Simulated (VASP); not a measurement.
Here is a VASP 6.6.1 calculation.

Contents of POSCAR:

```
Si                                      
1.0
    0.0000000000      2.7366452687      2.7366452687
    2.7366452687     -0.0000000000      2.7366452687
    2.7366452687      2.7366452687      0.0000000000
  Si            
     2
Direct
     0.7500000000000000    0.7500000000000000    0.7500000000000000
     0.5000000000000000    0.5000000000000000    0.5000000000000000
```

Contents of INCAR.step1:

```
SYSTEM = Si
  ALGO = Normal
  EDIFF = 1E-6
  ENCUT = 520
  GGA = PS
  ISIF = 2
  ISMEAR = 0
  LASPH = .True.
  LCHARG = .True.
  LREAL = .False.
  LWAVE = .False.
  NBANDS = 11
  NELM = 80
  PREC = Accurate
  SIGMA = 0.02
```

Contents of KPOINTS.step1:

```
k-points
0
Gamma
  3 3 3
  0 0 0
```

File INCAR.step2:

```
SYSTEM = Si
  ALGO = Normal
  EDIFF = 1E-6
  ENCUT = 520
  GGA = PS
  ICHARG = 11
  ISIF = 2
  ISMEAR = 0
  LASPH = .True.
  LCHARG = .False.
  LREAL = .False.
  LWAVE = .False.
  NBANDS = 11
  NELM = 80
  PREC = Accurate
  SIGMA = 0.05
```

Contents of KPOINTS.step2:

```
path GXWKGLUWLK,UX
10
line-mode
reciprocal
 0.0000000000  0.0000000000  0.0000000000  G
 0.5000000000  0.0000000000  0.5000000000  X

 0.5000000000  0.0000000000  0.5000000000  X
 0.5000000000  0.2500000000  0.7500000000  W

 0.5000000000  0.2500000000  0.7500000000  W
 0.3750000000  0.3750000000  0.7500000000  K

 0.3750000000  0.3750000000  0.7500000000  K
 0.0000000000  0.0000000000  0.0000000000  G

 0.0000000000  0.0000000000  0.0000000000  G
 0.5000000000  0.5000000000  0.5000000000  L

 0.5000000000  0.5000000000  0.5000000000  L
 0.6250000000  0.2500000000  0.6250000000  U

 0.6250000000  0.2500000000  0.6250000000  U
 0.5000000000  0.2500000000  0.7500000000  W

 0.5000000000  0.2500000000  0.7500000000  W
 0.5000000000  0.5000000000  0.5000000000  L

 0.5000000000  0.5000000000  0.5000000000  L
 0.3750000000  0.3750000000  0.7500000000  K

 0.6250000000  0.2500000000  0.6250000000  U
 0.5000000000  0.0000000000  0.5000000000  X
```

Potentials or basis: VASP PAW PBE potentials, release 64 (Si).

The run is started by

```console
$ cat potpaw_PBE.64/Si/POTCAR > POTCAR
$ cp INCAR.step1 INCAR
$ cp KPOINTS.step1 KPOINTS
$ mpirun -np 1 vasp_std > vasp.out
$ cp INCAR.step2 INCAR
$ cp KPOINTS.step2 KPOINTS
$ mpirun -np 1 vasp_std > vasp.out
```

Estimate the band gap along the path.

0.45 eV, indirect (least direct gap 2.46 eV).

What does it give for the band gap on the k mesh?

0.60 eV, indirect (least direct gap 2.46 eV).

Levels at the corners of the path, in eV from the valence-band top:
| point | band 1 | band 2 | band 3 | band 4 | band 5 | band 6 | band 7 | band 8 |
| --- | --- | --- | --- | --- | --- | --- | --- | --- |
| Γ | -11.86 | 0.00 | 0.00 | 0.00 | 2.46 | 2.46 | 2.46 | 3.06 |
| X | -7.77 | -7.77 | -2.84 | -2.84 | 0.58 | 0.58 | 9.84 | 9.84 |
| X | -7.77 | -7.77 | -2.84 | -2.84 | 0.58 | 0.58 | 9.84 | 9.84 |
| W | -7.61 | -7.61 | -3.85 | -3.85 | 4.14 | 4.14 | 4.82 | 4.82 |
| W | -7.61 | -7.61 | -3.85 | -3.85 | 4.14 | 4.14 | 4.82 | 4.82 |
| K | -8.18 | -7.19 | -4.30 | -2.42 | 1.07 | 3.98 | 7.28 | 7.82 |
| K | -8.18 | -7.19 | -4.30 | -2.42 | 1.07 | 3.98 | 7.28 | 7.82 |
| Γ | -11.86 | 0.00 | 0.00 | 0.00 | 2.46 | 2.46 | 2.46 | 3.06 |
| Γ | -11.86 | 0.00 | 0.00 | 0.00 | 2.46 | 2.46 | 2.46 | 3.06 |
| L | -9.56 | -6.94 | -1.19 | -1.19 | 1.36 | 3.22 | 3.22 | 7.42 |
| L | -9.56 | -6.94 | -1.19 | -1.19 | 1.36 | 3.22 | 3.22 | 7.42 |
| U | -8.18 | -7.19 | -4.30 | -2.42 | 1.07 | 3.98 | 7.28 | 7.82 |
| U | -8.18 | -7.19 | -4.30 | -2.42 | 1.07 | 3.98 | 7.28 | 7.82 |
| W | -7.61 | -7.61 | -3.85 | -3.85 | 4.14 | 4.14 | 4.82 | 4.82 |
| W | -7.61 | -7.61 | -3.85 | -3.85 | 4.14 | 4.14 | 4.82 | 4.82 |
| L | -9.56 | -6.94 | -1.19 | -1.19 | 1.36 | 3.22 | 3.22 | 7.42 |
| L | -9.56 | -6.94 | -1.19 | -1.19 | 1.36 | 3.22 | 3.22 | 7.42 |
| K | -8.18 | -7.19 | -4.30 | -2.42 | 1.07 | 3.98 | 7.28 | 7.82 |
| U | -8.18 | -7.19 | -4.30 | -2.42 | 1.07 | 3.98 | 7.28 | 7.82 |
| X | -7.77 | -7.77 | -2.84 | -2.84 | 0.58 | 0.58 | 9.84 | 9.84 |

Caveat: the k mesh is coarse (spacing up to 0.66 Å⁻¹), so the values aren't converged; the log is that of the step along the path at fixed density, whose energy, stress, charges and moments have no meaning; the mesh misses the band edges, which the band path finds closer together. PBEsol gaps usually lie below the measured ones, often by a third to a half.
